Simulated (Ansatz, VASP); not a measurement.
## Two plane-wave programs on SnTe

```
Sn Te
1.0
     0.00000    3.20649    3.20649
     3.20649    0.00000    3.20649
     3.20649    3.20649    0.00000
Sn Te
1 1
Cartesian
  0.0000 0.0000 0.0000
  3.2065 3.2065 3.2065
```

Alike in both runs: functional PBE; k mesh 10 × 10 × 10; occupations gaussian, width 0.01 eV; no spin polarisation.

Ansatz relaxed the structure, and its values are those at the end. VASP's run is a single point on that final structure, the one shown.

|  | VASP | Ansatz |
| --- | --- | --- |
| version | VASP 6.6.1 | Ansatz 0.2.0 |
| potentials or method | VASP PAW PBE potentials, release 64 (Sn_d, Te) | scalar-relativistic, plane waves, PAW |
| plane-wave cutoff (eV) | 520 | 420 |
| valence electrons in the cell | 20 | 30 |

VASP gave:

```
gap on the k mesh at the Fermi level (eV) : 0.06
least direct gap on the mesh (eV)         : 0.06
pressure (GPa)                            : -0.1
```

What did Ansatz give for the same quantities?

gap on the k mesh at the Fermi level (eV): 0.06; least direct gap on the mesh (eV): 0.06; pressure (GPa): 0.0.

The two sets of potentials don't hold the same shells in valence.

Caveats: spin-orbit coupling is left out, which moves the levels of the heavy elements.
